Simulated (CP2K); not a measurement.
TiC:

```xyz
2
Lattice="3.0628 0.0000 0.0000 1.5314 2.6525 0.0000 1.5314 0.8842 2.5008" Properties=species:S:1:pos:R:3 pbc="T T T"
Ti    0.0000    0.0000    0.0000
C     3.0628    1.7683    1.2504
```

The cell is a database's computed one.

Base run:

* Program: CP2K 2026.2
* Functional: PBEsol
* Potentials or basis: POTENTIAL_UZH Ti GTH-PBE-q12, C GTH-PBE-q4; TZVP-MOLOPT-PBE-GTH basis
* Density cutoff: 6123 eV
* k mesh: 11 × 11 × 11
* Occupations: fermi-dirac, width 0.05 eV
* Spin: no spin polarisation

Its results: band gap on the k mesh none (metal or under the smearing width); pressure -5.5 GPa.

Task: The run is repeated on the same cell with these changes: functional from PBEsol to PBE. What comes out?

Result: Band gap on the k mesh none (metal or under the smearing width); pressure 0.8 GPa.

PBE binds less tightly than PBEsol, so the same cell stands under more pressure.

Caveats: the basis of atomic orbitals isn't converged, which shifts pressures, moduli and gaps; the potentials were made for another functional, which shifts forces and pressure (some runs).
